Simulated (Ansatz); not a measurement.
Elastic constants of Ag: input and output

Theory: Ansatz, DFT PBE, scalar-relativistic, plane waves, PAW.

Launched with:
```bash
ansatz run input.yaml --threads 1 --pin off --max-ram 3072MiB --backend cpu --events-out ev --progress --plain --runs-dir out
```

Input (bare energies are in eV):
```yaml
crystal:
  lattice:
    - [0.0, 2.0741718045, 2.0741718045]
    - [2.0741718045, 0.0, 2.0741718045]
    - [2.0741718045, 2.0741718045, 0.0]
  atoms:
    - { symbol: Ag, position: [0.0, 0.0, 0.0] }
basis:
  ecutwfc: 420
kpoints:
  mp_grid: { grid: [20, 20, 20] }
hamiltonian:
  xc: pbe
scf:
  occupations: { method: fermi_dirac, width: 0.15 }
output:
  forces: true
  stress: true
  eigenvalues: true
elastic:
  mode: relaxed_ion
  amplitude: 0.005
```

From the output:
```
--- Elastic constants: 2 strain directions × 4 members + reference (group order 48) ---
  dense FFT box of the reference and of every strained cell: 20×20×20
  strains applied: 11, 23; error gains: componentwise 1.00 (the most a stress slope's error grows in a printed constant), spectral 1.73 (1 for all six strains in a standard setting)
  C = ∂σ_k/∂η_j (tension-positive GPa; Voigt order 11 22 33 23 13 12):
       113.051     80.190     80.190     -0.000      0.000     -0.000
        80.190    113.051     80.190      0.000     -0.000      0.000
        80.190     80.190    113.051     -0.000      0.000     -0.000
         0.000     -0.000     -0.000     45.469      0.000      0.000
        -0.000      0.000     -0.000      0.000     45.469      0.000
         0.000      0.000      0.000     -0.000      0.000     45.469
  reference stress σ⁰ (GPa):      0.001      0.001      0.001      0.000      0.000      0.000
  C* (energy form; C + prestress term) asymmetry max|C*_kj − C*_jk| = 2.842e-14 GPa — a small one proves nothing (zero by symmetry where the batch's group is 432, −43m or m−3m); a large one is finite-difference/SCF noise where every solve ...
  moduli (Voigt/Reuss/Hill, GPa): K = 91.14/91.14/91.14   G = 33.85/26.64/30.25   E = 81.70   ν = 0.351
  mechanically stable: yes (min eigenvalue of sym C = 32.86 GPa)
  strain η (Voigt 11):  stress-route row diagonal C_11 = 113.05 GPa, energy-path curvature d²(F+E_count+ΔE)/dδ²/Ω₀ = 113.04 GPa
    cells at ±δ against ±2δ: C21 80.21 and 80.27 GPa, apart by 0.05 % of the column's largest entry
         δ    σ_11 (GPa) F (eV) n_scf n_hpsi n_pw
    -1.000e-2      -1.1651       -7590.5638947       7  163889    360   relax 0 steps, max|allowed force component| 0.00e0 eV/Å
    -5.000e-3      -0.5734       -7590.5643766       4  139584    360   relax 0 steps, max|allowed force component| 0.00e0 eV/Å
     5.000e-3       0.5571       -7590.5643809       4  133605    363   relax 0 steps, max|allowed force component| 0.00e0 eV/Å
     1.000e-2       1.0964       -7590.5639203       6  143886    365   relax 0 steps, max|allowed force component| 0.00e0 eV/Å
  strain η (Voigt 23):  stress-route row diagonal C_44 = 45.47 GPa, energy-path curvature d²(F+E_count+ΔE)/dδ²/Ω₀ = 45.48 GPa
    cells at ±δ against ±2δ: C44 45.46 and 45.41 GPa, apart by 0.09 % of the column's largest entry
         δ    σ_23 (GPa) F (eV) n_scf n_hpsi n_pw
    -1.000e-2      -0.4541       -7590.5642829       6  288828    360   relax 0 steps, max|allowed force component| 0.00e0 eV/Å
    -5.000e-3      -0.2273       -7590.5644728       4  243689    360   relax 0 steps, max|allowed force component| 0.00e0 eV/Å
     5.000e-3       0.2273       -7590.5644728       4  240061    360   relax 0 steps, max|allowed force component| 0.00e0 eV/Å
     1.000e-2       0.4541       -7590.5642829       5  243008    360   relax 0 steps, max|allowed force component| 0.00e0 eV/Å
```

The run took 2.1 min on 1 thread of AMD EPYC (Zen 3) (shared host), peak memory 0.58 GiB.

In a metal, frequencies and elastic constants depend on the k mesh and the smearing, soft modes and shear constants most.